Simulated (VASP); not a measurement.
## CaSe: single point with PBE

**What was measured.**

A printed reference work, monograph, original work of 1988 reports, for a bulk crystal of CaSe at 2 K: band gap 3.85 eV (indirect).

The system is CaSe.

```
CELL_PARAMETERS angstrom
0.00000 2.95600 2.95600
2.95600 0.00000 2.95600
2.95600 2.95600 0.00000
ATOMIC_POSITIONS crystal
Ca 0.00000 0.00000 0.00000
Se 0.50000 0.50000 0.50000
```

* Program: VASP 6.6.1
* Task: single point
* Functional: PBE
* Potentials or basis: VASP PAW PBE potentials, release 64 (Ca_sv, Se)
* Cutoff: 520 eV
* k mesh: 10 × 10 × 10
* Occupations: gaussian, width 0.05 eV
* Spin: no spin polarisation
* Dipole correction: no
* Further INCAR settings: ALGO = Normal; EDIFF = 1e-06; NBANDS = 15

The pressure is 1.3 GPa and the band gap on the k mesh is 2.02 eV, indirect (least direct gap 2.96 eV).

Levels at points of the mesh, in eV from the valence-band top:
```
           k point  band 4  band 5  band 6  band 7  band 8  band 9  band 10  band 11  band 12  band 13
(0.00, 0.00, 0.00)  -20.74  -11.80    0.00    0.00    0.00    3.35     3.71     3.71     3.71     4.28
(0.50, 0.00, 0.00)  -20.75  -11.10   -3.29   -1.20   -1.20    4.52     5.48     5.51     5.51     7.53
(0.50, 0.50, 0.00)  -20.77  -11.22   -2.52   -0.94   -0.94    2.02     5.04     5.06     6.04     6.05
```

Run time: 13 s on 1 thread of Intel(R) Xeon(R) 6975P-C (Granite Rapids) (shared host), peak memory 0.19 GiB.

A measured gap of CaSe is 3.85 eV (indirect; 2 K; a printed reference work, monograph, original work of 1988); the calculated 2.02 eV misses it by -1.83 eV. Spin-orbit coupling on Se is left out. The value is that of PBE on a finite k mesh, which can miss the band edges, without temperature or zero-point motion. Semilocal functionals fall short of measured gaps as a rule.
